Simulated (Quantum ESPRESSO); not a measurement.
A run of Quantum ESPRESSO 7.5:

pw.in

```
&CONTROL
  calculation = 'scf'
  prefix = 'pwscf'
  outdir = './tmp'
  pseudo_dir = './pseudo'
  tprnfor = .true.
  tstress = .true.
  disk_io = 'low'
/
&SYSTEM
  ibrav = 0
  nat = 2
  ntyp = 2
  ecutwfc = 88
  nbnd = 10
  occupations = 'smearing'
  smearing = 'fd'
  degauss = 0.00367493
/
&ELECTRONS
  conv_thr = 4d-10
  electron_maxstep = 120
  mixing_beta = 0.5
/
ATOMIC_SPECIES
Na    22.9898 Na.upf
H      1.0080 H.upf
CELL_PARAMETERS angstrom
   0.0000000000    2.4400000000    2.4400000000
   2.4400000000    0.0000000000    2.4400000000
   2.4400000000    2.4400000000    0.0000000000
ATOMIC_POSITIONS angstrom
Na     0.0000000000    0.0000000000    0.0000000000
H      2.4400000000    2.4400000000    2.4400000000
K_POINTS automatic
10 10 10 1 1 1
```

scf2.in

```
&CONTROL
  calculation = 'scf'
  prefix = 'pwscf'
  outdir = './tmp'
  pseudo_dir = './pseudo'
  tprnfor = .true.
  tstress = .true.
  disk_io = 'low'
/
&SYSTEM
  ibrav = 0
  nat = 2
  ntyp = 2
  ecutwfc = 88
  nbnd = 10
  occupations = 'fixed'
/
&ELECTRONS
  conv_thr = 1d-13
  electron_maxstep = 120
  mixing_beta = 0.5
  startingpot = 'file'
  startingwfc = 'file'
/
ATOMIC_SPECIES
Na    22.9898 Na.upf
H      1.0080 H.upf
CELL_PARAMETERS angstrom
   0.0000000000    2.4400000000    2.4400000000
   2.4400000000    0.0000000000    2.4400000000
   2.4400000000    2.4400000000    0.0000000000
ATOMIC_POSITIONS angstrom
Na     0.0000000000    0.0000000000    0.0000000000
H      2.4400000000    2.4400000000    2.4400000000
K_POINTS automatic
10 10 10 1 1 1
```

Contents of ph.in:

```
dielectric of NaH
&INPUTPH
  prefix = 'pwscf'
  outdir = './tmp'
  tr2_ph = 1d-18
  fildyn = 'dyn'
  niter_ph = 90
  alpha_mix(1) = 0.7
  epsil = .true.
  trans = .false.
  zeu = .true.
/
0.0000000000 0.0000000000 0.0000000000
```

Potentials or basis: PseudoDojo 0.4.1 SR PBE standard.

The run is started by

```sh
$ OMP_NUM_THREADS=1 pw.x -in pw.in > pw.out
$ OMP_NUM_THREADS=1 pw.x -in scf2.in > scf2.out
$ OMP_NUM_THREADS=1 ph.x -in ph.in > ph.out
```

Hardware: 1 thread of Intel(R) Xeon(R) 6975P-C (Granite Rapids) (shared host).

Q: Estimate the wall time of this run.

A: Wall time 2.1 min on 1 thread of Intel(R) Xeon(R) 6975P-C (Granite Rapids), with other jobs on the host, peak memory 0.09 GiB. Counts: scf iterations 11, k pools 1, bands 10, k points 110, g dense 22075.
